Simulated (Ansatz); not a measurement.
**BeS (F-43m) at temperature and pressure**

How does compression alter the response of BeS to heat?

Main program and level: Ansatz 0.2.0; DFT RPBE, scalar-relativistic, plane waves, PAW.

The database entry behind the starting cell differs from later determinations by our own check (0.1 to 0.3 % short, probably kX units), so it need not match the best structure at ambient conditions.

## 1. Set-up

The structure is cubic, space group F-43m (No. 216). The conventional cell has a = 4.850 Å, b = 4.850 Å, c = 4.850 Å, α = 90.00°, β = 90.00°, γ = 90.00°. Be has 4 S at 2.10 Å nearest. S has 4 Be at 2.10 Å nearest. Farther neighbours and most contacts between anions are not listed.

Coordinates:

```cif
data_structure
_symmetry_space_group_name_H-M 'F-43m'
_symmetry_Int_Tables_number 216
_cell_length_a 4.8500
_cell_length_b 4.8500
_cell_length_c 4.8500
_cell_angle_alpha 90.000
_cell_angle_beta 90.000
_cell_angle_gamma 90.000
_cell_volume 114.08
loop_
_atom_site_label
_atom_site_type_symbol
_atom_site_symmetry_multiplicity
_atom_site_Wyckoff_symbol
_atom_site_fract_x
_atom_site_fract_y
_atom_site_fract_z
_atom_site_occupancy
Be1 Be 4 a 0.00000 0.00000 0.00000 1
S1 S 4 d 0.25000 0.25000 0.75000 1
```

## 2. Probe on a coarse mesh

A cheap single point shows whether the cell is a metal or an insulator and how far it is from rest; that sets the k-mesh and the occupations of what follows.

Contents of input.yaml:

```yaml
crystal:
  lattice:
    - [0.0, 2.425, 2.425]
    - [2.425, 0.0, 2.425]
    - [2.425, 2.425, 0.0]
  atoms:
    - { symbol: Be, position: [0.0, 0.0, 0.0] }
    - { symbol: S, position: [0.25, 0.25, 0.25] }
kpoints:
  mp_grid: { grid: [6, 6, 6] }
hamiltonian:
  xc: rpbe
scf:
  occupations: { method: gaussian, width: 0.1 }
output:
  forces: true
  stress: true
  eigenvalues: true
```

Started as:

```console
ansatz run input.yaml --threads 4 --pin off --max-ram 8192MiB --backend cpu --events-out ev --progress --plain --runs-dir out
```

Numbers of over 12 decimals in the logs are rounded to 6 here.

What it wrote:

```text
Engine: ansatz 0.2.0, aarch64-unknown-linux-gnu
Pseudopotentials: kind: paw
Pseudopotential: Be, paw, valence charge 2, recommended cutoff 420 eV (normal), Be.paw.azcp
Pseudopotential: S, paw, valence charge 6, recommended cutoff 420 eV (normal), S.paw.azcp
Functional definition: RPBE
  parameter kappa = 0.804
  parameter beta = 0.066725
  exchange = rpbe_x(kappa = kappa, mu = beta*pi^2/3)
  correlation = pbe_c(beta = beta)
Crystal: 2 atoms, lattice volume = 28.521 Å³
Basis set: ecut = 420 eV, 537 PW (Γ), exchange–correlation on 48×48×48 points (8 copies of the dense FFT grid, shifted against one another)
Bands: 8, of which v1, the nominal top of the filled ones, is band 4 counted from 1 (3 counted from 0)
Symmetry: 24 space group operations
Space group: F-43m (ITA 216), of the structure as read, at distance tolerance 3.1e-5 Å
k-points: 16 of 216 (time reversal used)
Non-local potential: Be, projectors of the file, l = 0: 2, l = 1: 2, l = 2: 1
Non-local potential: S, projectors of the file, l = 0: 2, l = 1: 2, l = 2: 2
PAW form: soft (Blöchl's): semilocal exchange-correlation on the pseudo side does not see the compensation charge
PAW frozen core: Be, regenerated for the run's functional, and the local potential with it (the file was generated under x = pbe(κ = 0.804, μ = 0.219515), c = pbe(β = 0.066725))
PAW frozen core: S, regenerated for the run's functional, and the local potential with it (the file was generated under x = pbe(κ = 0.804, μ = 0.219515), c = pbe(β = 0.066725))
PAW one-centre angular grid: Be, 110 points (default); XC on 64 Gauss nodes
PAW one-centre angular grid: S, 110 points (default); XC on 64 Gauss nodes
Initial density: superposition of atomic densities (neutral atoms: chi_scale 0, normalization atom), corrected by the library's trained network
Initial wavefunctions: pseudopotential atomic-orbital guess
Functional: x = rpbe, c = pbe(β = 0.066725)
SCF iter   1: F=—  HF=-1001.293897 eV  |F-HF|=—  |Δ(HF+E_count)|=         —  Δρ=2.32e-3  dr2=1.18e-3  ethr=1.77e-3  ⟨swp⟩=5.1  Hψ=1042  notcnv=0
preconditioner: auto → none  [insulator: Δε(μ)=3.222 eV  Ē_g=12.864 eV  σ=0.100 eV  W_gap=1.00  n_scr=0 (ndim 8)  ℏωp=19.7 eV  f_vac=0.000  D(μ)=0.00/eV (n_scr^D=0)  ε∞_Penn≈3.3]
SCF iter   2: F=—  HF=-1001.293333 eV  |F-HF|=—  |Δ(HF+E_count)|=   5.64e-4  Δρ=1.14e-3  dr2=1.86e-4  ethr=1.48e-5  ⟨swp⟩=1.8  Hψ=284  notcnv=0
SCF iter   3: F=—  HF=-1001.293501 eV  |F-HF|=—  |Δ(HF+E_count)|=   1.68e-4  Δρ=4.09e-4  dr2=3.16e-5  ethr=2.32e-6  ⟨swp⟩=2.6  Hψ=188  notcnv=0
SCF iter   4: F=—  HF=-1001.293587 eV  |F-HF|=—  |Δ(HF+E_count)|=   8.56e-5  Δρ=5.22e-5  dr2=9.20e-7  ethr=3.94e-7  ⟨swp⟩=2.6  Hψ=191  notcnv=0
iter 5 did not close the SCF: its close was put off for the readings that it lacked (scf_convergence_deferred on its scf_iter line)
SCF iter   5: F=-1001.293588 eV  HF=-1001.293588 eV  |F-HF|=3.19e-8  |Δ(HF+E_count)|=   7.38e-7  Δρ=8.48e-6  dr2=1.25e-8  ethr=1.15e-8  ⟨swp⟩=2.0  Hψ=190  notcnv=0
SCF iter   6: F=-1001.293588 eV  HF=-1001.293588 eV  |F-HF|=8.84e-11  |Δ(HF+E_count)|=   3.83e-8  Δρ=4.75e-7  dr2=5.52e-11  ethr=1.56e-10  ⟨swp⟩=2.0  Hψ=433  notcnv=0
SCF 1 converged in 6 iterations: F = -1001.293588 eV  dr2 = 5.52e-11
  greatest PAW one-centre occupation: 0.855 electrons in one spin orbital (limit 2), on the S atom at site 1 (counted from 0), in its partial waves of l = 0
SCF converged after 6 iterations
Free energy (F): -1001.293588 eV
Harris-Foulkes:  -1001.293588 eV  (|F-HF|=8.84e-11)
Internal energy: -1001.293588 eV  (E = F + TS)
E sigma→0 (E₀):  -1001.293588 eV
Fermi energy:    7.034885 eV
--- Per-component energies (eV) ---
  E_band       = 2.245169
  E_kinetic    = 128.288250
  E_local      = -115.106934  (includes V_loc(G=0)·N_el)
  E_nonlocal   = 32.192729
  E_hartree    = 35.793032
  E_xc         = -117.553903
  E_vxc        = -108.754354  (∫ρ·V_xc dr)
  E_paw        = -664.043341  (= ΣΔE_a)
  E_vpaw       = -5.960623  (= ΣTr[D̂ρ^β])
  E_aug_tail   = 0.000001  (compensation charges beyond the density's cutoff)
  E_ewald      = -300.820390
  E_core_change = -0.043034  (= ΣΔE_core)
  E_smearing   = -0.000000  (= −TS)
  E_closure    = 0.000000  (closes the sum)
  Σ components = -1001.293588   (vs F -1001.293588, Δ=0.00e0)
--- Forces (eV/Å), atoms counted from 1 ---
  atom   1  Be     0.00000000    -0.00000000    -0.00000000
  atom   2  S      0.00000000    -0.00000000     0.00000000
  max |Σ_I F_I| component: 3.48e-16 eV/Å
--- Stress (GPa, compression-positive) ---
        3.958993      -0.000000      -0.000000
        0.000000       3.958993       0.000000
       -0.000000       0.000000       3.958993
  P = ⅓ Tr σ = 3.9590 GPa (39.590 kbar)
--- Band table (eV; the first three rows and the last of 16) ---
  k-point 0: bands = ["-8.2627", "5.4215", "5.4215", "5.4215", "11.1369", "11.1369", "11.1369", "11.4615"]
  k-point 1: bands = ["-7.9528", "3.5490", "5.0979", "5.0979", "11.0999", "11.6993", "11.6993", "13.3890"]
  k-point 2: bands = ["-7.1803", "0.8885", "4.5969", "4.5969", "11.0168", "12.1203", "12.1203", "15.9619"]
  k-point 15: bands = ["-6.0757", "0.8342", "2.0239", "2.2593", "10.6642", "12.1363", "15.5224", "15.9159"]
```

Run time: 0.26 s. Hardware: 4 threads of Arm Neoverse V2, shared host; peak memory 0.25 GiB; 0.59 s of CPU time.

In the SCF lines HF is the Harris–Foulkes energy and dr2 the Hartree energy of the density residual, in eV; the loop may stop once dr2 is under the threshold and the program's other checks hold. Hψ counts applications of the Hamiltonian.

A gap read on the k-mesh alone can miss the band edges.

Numbers from this step:

```
pressure          : 3.959 GPa
gap on the k-mesh : 3.227 eV
volume per atom   : 14.26 Å³
```

The start is under 4.0 GPa at this level and looks like an insulator or semiconductor on this mesh.

## 3. Finding the static equilibrium

The vibrations must be taken about the equilibrium of this functional, not about the starting cell, so the structure is relaxed.

input.yaml, the sections that differ from step 2:

```yaml
kpoints:
  mp_grid: { grid: [8, 8, 8] }
scf:
  occupations: { method: gaussian, width: 0.02 }
relax:
  adjacent_minimum: "off"
  f_tol: 0.005
  max_steps: 80
  cell: { stress_tol: 0.05 }
# crystal, hamiltonian, output: as in step 2
```

What it wrote:

```text
[...]
Crystal: 2 atoms, lattice volume = 28.521 Å³
Basis set: ecut = 420 eV, 537 PW (Γ), exchange–correlation on 48×48×48 points (8 copies of the dense FFT grid, shifted against one another)
Bands: 8, of which v1, the nominal top of the filled ones, is band 4 counted from 1 (3 counted from 0)
Symmetry: 24 space group operations
[...]
k-points: 29 of 512 (time reversal used)
[...]
SCF iter   1: F=—  HF=-1001.296501 eV  |F-HF|=—  |Δ(HF+E_count)|=         —  Δρ=2.29e-3  dr2=1.15e-3  ethr=1.77e-3  ⟨swp⟩=5.4  Hψ=1930  notcnv=0
[...]
SCF iter   6: F=-1001.296131 eV  HF=-1001.296131 eV  |F-HF|=1.20e-10  |Δ(HF+E_count)|=   3.28e-8  Δρ=3.91e-7  dr2=3.41e-11  ethr=1.67e-10  ⟨swp⟩=2.0  Hψ=796  notcnv=0
SCF 1 converged in 6 iterations: F = -1001.296131 eV  dr2 = 3.41e-11
[...]
relax step   1: F+E_penalty+E_count = -1001.29613142 eV  Δ(F+E_penalty+E_count) = +0.000e0 eV  max|allowed force component| = 1.561e-16 eV/Å  Δτ_max = 0.0000 Å  P = +3.921 GPa  Ω = 28.521 Å³  (6 SCF iters, dr2 threshold 1.00e-7 eV, accepted)
Crystal: 2 atoms, lattice volume = 29.199 Å³
[...]
iter 1 solved again at ethr=1.54e-5 eV; its pass at ethr=3.10e-3 eV (dr2=1.23e-3 eV) is discarded
[...]
SCF iter   5: F=-1001.307688 eV  HF=-1001.307688 eV  |F-HF|=1.10e-8  |Δ(HF+E_count)|=   1.08e-6  Δρ=3.47e-6  dr2=3.66e-9  ethr=2.50e-9  ⟨swp⟩=5.6  Hψ=1199  notcnv=0
SCF 2 converged in 5 iterations: F = -1001.307688 eV  dr2 = 3.66e-9
[...]
relax step   2: F+E_penalty+E_count = -1001.30768820 eV  Δ(F+E_penalty+E_count) = -1.156e-2 eV  max|allowed force component| = 1.156e-17 eV/Å  Δτ_max = 0.0000 Å  P = +1.615 GPa  Ω = 29.199 Å³  energy of the carried Pulay correction = -5.957e-5 eV  (5 SCF iters, dr2 threshold 2.00e-7 eV, accepted)
Crystal: 2 atoms, lattice volume = 29.693 Å³
Basis set: ecut = 420 eV, 561 PW (Γ), exchange–correlation on 48×48×48 points (8 copies of the dense FFT grid, shifted against one another)
[...]
SCF iter   5: F=-1001.310238 eV  HF=-1001.310238 eV  |F-HF|=2.83e-9  |Δ(HF+E_count)|=   6.31e-7  Δρ=2.72e-6  dr2=2.29e-9  ethr=2.50e-9  ⟨swp⟩=5.1  Hψ=1186  notcnv=0
SCF 3 converged in 5 iterations: F = -1001.310238 eV  dr2 = 2.29e-9
[...]
relax step   3: F+E_penalty+E_count = -1001.31023800 eV  Δ(F+E_penalty+E_count) = -2.550e-3 eV  max|allowed force component| = 3.701e-17 eV/Å  Δτ_max = 0.0000 Å  P = +0.086 GPa  Ω = 29.693 Å³  energy of the carried Pulay correction = -1.021e-4 eV  (5 SCF iters, dr2 threshold 2.00e-7 eV, accepted)
[...]
relax step   4: F+E_penalty+E_count = -1001.31024341 eV  Δ(F+E_penalty+E_count) = -5.412e-6 eV  max|allowed force component| = 5.204e-17 eV/Å  Δτ_max = 0.0000 Å  P = +0.002 GPa  Ω = 29.721 Å³  energy of the carried Pulay correction = -1.046e-4 eV  (3 SCF iters, dr2 threshold 1.86e-8 eV, accepted)
[...]
SCF iter   1: F=—  HF=-1001.310331 eV  |F-HF|=—  |Δ(HF+E_count)|=         —  Δρ=2.11e-5  dr2=1.88e-8  ethr=9.97e-7  ⟨swp⟩=2.3  Hψ=2548  notcnv=0
eigensolver tolerance schedule: the retry pair's looser diagonalisation over-reported the residual by 4230.13 of it (diagonalisation noise at an unbounded share of the residual, at the tolerance the schedule requests for it); recorded, not acted on — ethr = c·dr2/N_el stays at c = 1.0e-1
[...]
SCF iter   2: F=—  HF=-1001.310360 eV  |F-HF|=—  |Δ(HF+E_count)|=   2.85e-5  Δρ=1.10e-5  dr2=4.67e-9  ethr=2.36e-10  ⟨swp⟩=2.6  Hψ=387  notcnv=0
[...]
SCF iter   4: F=-1001.310360 eV  HF=-1001.310360 eV  |F-HF|=3.15e-11  |Δ(HF+E_count)|=  6.65e-10  Δρ=2.95e-7  dr2=9.71e-12  ethr=1.00e-12  ⟨swp⟩=6.0  Hψ=897  notcnv=0
SCF 5 converged in 4 iterations: F = -1001.310360 eV  dr2 = 9.71e-12
relax step   5: F+E_penalty+E_count = -1001.31035972 eV  Δ(F+E_penalty+E_count) = -1.163e-4 eV  max|allowed force component| = 1.098e-17 eV/Å  Δτ_max = 0.0000 Å  P = +0.007 GPa  Ω = 29.721 Å³  stress off target by 6.54e-3 GPa  SCF on the basis re-selected at this cell (its energy is not comparable with the rows above)  (4 SCF iters)
basis re-selected at this cell: Δ(F+E_penalty+E_count) = -1.163e-4 eV, ΔP = +0.004 GPa vs the last step (what re-selecting the basis moved, of the pressure what is left beyond the Pulay correction that the steps carried, after the strain that the cell walked since its last selection, with what the two solves' SCF thresholds leave and, on support functions, any second-order correction that the steps lacked; it is no m [...]
SCF converged after 4 iterations
Free energy (F): -1001.310360 eV
[...]
Internal energy: -1001.310360 eV  (E = F + TS)
E sigma→0 (E₀):  -1001.310360 eV
Fermi energy:    6.616645 eV
[...]
--- Stress (GPa, compression-positive) ---
        0.006536      -0.000000      -0.000000
       -0.000000       0.006536       0.000000
       -0.000000      -0.000000       0.006536
  P = ⅓ Tr σ = 0.0065 GPa (0.065 kbar)
--- Band table (eV; the first three rows and the last of 29) ---
[...]
--- Relaxed structure (4 steps of the walk, 4 accepted, 1 SCFs on fresh bases) ---
  F+E_penalty+E_count = -1001.31035972 eV   max|allowed force component| = 1.098e-17 eV/Å   (the final SCF, on the basis selected at the relaxed cell)
  cell:  # Å, volume = 29.7209 Å³
    - [0, 2.458541, 2.458541]
    - [2.458541, 0, 2.458541]
    - [2.458541, 2.458541, 0]
  atoms:
    - { symbol: Be, position: [0, 0, 0] }
    - { symbol: S, position: [0.250000, 0.250000, 0.250000] }
```

Elapsed: 1.2 s, on 4 threads; peak memory 0.29 GiB; 3.9 s of CPU time.

Step by step:

```tsv
step	energy less that of the first step (eV)	largest force component (eV/Å)	pressure (GPa)	volume (Å³)
1	0.0000	0.0000	3.92	28.52
2	-0.0116	0.0000	1.62	29.20
3	-0.0141	0.0000	0.09	29.69
4	-0.0141	0.0000	0.00	29.72
5*	-0.0142	0.0000	0.01	29.72
```

Relaxation steps marked * repeat the geometry before them on a plane-wave basis chosen anew for their cell, so energy and pressure can jump there.

Forces are held to the 24 operations that the run works with; a distortion that breaks them can't arise in this run.

```tsv
conventional cell, symmetrised	before	after	change
a (Å)	4.850	4.917	+1.4 %
b (Å)	4.850	4.917	+1.4 %
c (Å)	4.850	4.917	+1.4 %
volume (Å³/atom)	14.26	14.86	+4.2 %
```

Final coordinates:

```xyz
2
Lattice="0.0000 2.4585 2.4585 2.4585 0.0000 2.4585 2.4585 2.4585 0.0000" Properties=species:S:1:pos:R:3 pbc="T T T"
Be    0.0000    0.0000    0.0000
S     1.2293    1.2293    1.2293
```

This step gave:

* pressure: 0.006536 GPa
* gap on the k-mesh: 3.322 eV
* volume per atom: 14.86 Å³

The relaxation ends with a pressure of 0.01 GPa.

## 4. Relaxing to small residual forces and stress

The relaxation is repeated with tighter thresholds on force and stress, since phonons are sensitive to what is left; a change of mesh or smearing in the input moves the cell too.

input.yaml, the sections that differ from step 3:

```yaml
crystal:
  lattice:
    - [0.0, 2.4585412168, 2.4585412168]
    - [2.4585412168, 0.0, 2.4585412168]
    - [2.4585412168, 2.4585412168, 0.0]
  atoms:
    - { symbol: Be, position: [0.0, 0.0, 0.0] }
    - { symbol: S, position: [0.25, 0.25, 0.25] }
scf:
  occupations: { method: fixed }
relax:
  adjacent_minimum: "off"
  f_tol: 0.001
  max_steps: 60
  cell: { stress_tol: 0.01 }
# kpoints, hamiltonian, output: as in step 3
```

What it wrote:

```text
[...]
Crystal: 2 atoms, lattice volume = 29.721 Å³
Basis set: ecut = 420 eV, 561 PW (Γ), exchange–correlation on 48×48×48 points (8 copies of the dense FFT grid, shifted against one another)
Bands: 8, of which v1, the nominal top of the filled ones, is band 4 counted from 1 (3 counted from 0)
Symmetry: 24 space group operations
[...]
k-points: 29 of 512 (time reversal used)
[...]
P = ⅓ Tr σ = 0.0065 GPa (0.065 kbar)
--- Band table (eV; the first three rows and the last of 29) ---
[...]
--- Relaxed structure (1 steps of the walk, 1 accepted, 1 SCFs on fresh bases) ---
[...]
cell:  # Å, volume = 29.7209 Å³
    - [0.0, 2.4585412168, 2.4585412168]
    - [2.4585412168, 0.0, 2.4585412168]
    - [2.4585412168, 2.4585412168, 0.0]
  atoms:
    - { symbol: Be, position: [0.0, 0.0, 0.0] }
    - { symbol: S, position: [0.250000, 0.250000, 0.250000] }
[key lines of the parts left out:]
SCF converged after 6 iterations
Free energy (F): -1001.310360 eV
Fermi energy:    4.955715 eV
```

The job ended after 0.61 s (4 threads; peak memory 0.28 GiB).

Little changed from the start: no atom moved by 0.005 Å and no cell edge by 0.1 %.

Numbers from this step:

```
pressure : 0.006546 GPa
```

The residual pressure is 0.0065 GPa, small enough for phonons.

## 5. Relaxation under pressure, pressure 5 GPa

The study at pressure needs a start near its own equilibrium, so the cell is first relaxed to that pressure.

Edit input.yaml of step 4 so:

```diff
@@ -22,2 +22,2 @@
   max_steps: 60
-  cell: { stress_tol: 0.01 }
+  cell: { stress_tol: 0.05, p_target: 5.0 }
```

What it wrote:

```text
[...]
Crystal: 2 atoms, lattice volume = 29.721 Å³
Basis set: ecut = 420 eV, 561 PW (Γ), exchange–correlation on 48×48×48 points (8 copies of the dense FFT grid, shifted against one another)
Bands: 8, of which v1, the nominal top of the filled ones, is band 4 counted from 1 (3 counted from 0)
Symmetry: 24 space group operations
[...]
k-points: 29 of 512 (time reversal used)
[...]
P = ⅓ Tr σ = 4.9931 GPa (49.931 kbar)
--- Band table (eV; the first three rows and the last of 29) ---
[...]
--- Relaxed structure (4 steps of the walk, 4 accepted, 1 SCFs on fresh bases) ---
[...]
cell:  # Å, volume = 28.2294 Å³
    - [0, 2.416705, 2.416705]
    - [2.416705, 0, 2.416705]
    - [2.416705, 2.416705, 0]
  atoms:
    - { symbol: Be, position: [0, 0, 0] }
    - { symbol: S, position: [0.250000, 0.250000, 0.250000] }
[key lines of the parts left out:]
SCF converged after 4 iterations
Free energy (F): -1001.288022 eV
Fermi energy:    5.538712 eV
```

It took 1.3 s on 4 threads; peak memory 0.28 GiB; 4 s of CPU time.

Relaxation path:

```tsv
step	energy less that of the first step (eV)	largest force component (eV/Å)	pressure (GPa)	volume (Å³)
1	0.0000	0.0000	0.01	29.72
2	0.0097	0.0000	3.21	28.72
3	0.0233	0.0000	5.13	28.19
4	0.0222	0.0000	5.00	28.23
5*	0.0223	0.0000	4.99	28.23
```

Relaxation steps marked * repeat the geometry before them on a plane-wave basis chosen anew for their cell, so energy and pressure can jump there.

Forces are held to the 24 operations that the run works with; a distortion that breaks them can't arise in this run.

```tsv
conventional cell, symmetrised	before	after	change
a (Å)	4.917	4.833	-1.7 %
b (Å)	4.917	4.833	-1.7 %
c (Å)	4.917	4.833	-1.7 %
volume (Å³/atom)	14.86	14.11	-5.0 %
```

Final coordinates:

```cif
data_structure
_symmetry_space_group_name_H-M 'P 1'
_symmetry_Int_Tables_number 1
_cell_length_a 3.4177
_cell_length_b 3.4177
_cell_length_c 3.4177
_cell_angle_alpha 60.000
_cell_angle_beta 60.000
_cell_angle_gamma 60.000
_cell_volume 28.23
loop_
_atom_site_label
_atom_site_type_symbol
_atom_site_fract_x
_atom_site_fract_y
_atom_site_fract_z
_atom_site_occupancy
Be1 Be 0.00000 0.00000 0.00000 1
S2 S 0.25000 0.25000 0.25000 1
```

This step gave:

```
pressure          : 4.993 GPa
gap on the k-mesh : 3.203 eV
volume per atom   : 14.11 Å³
```

(Continued in part 2 of 3.)

[Logs are printed without paths, hosts, clocks, repeated set-up lines and the standing remarks that a program may print on its own settings, such as how far it seeks lower states.]

[Hosts, paths, dates, database ids (printed as entryN), source tags and the programs' standing remarks are cut or masked in the printed files.]

[A step with changed settings may run another functional than the one named; its input shows which.]
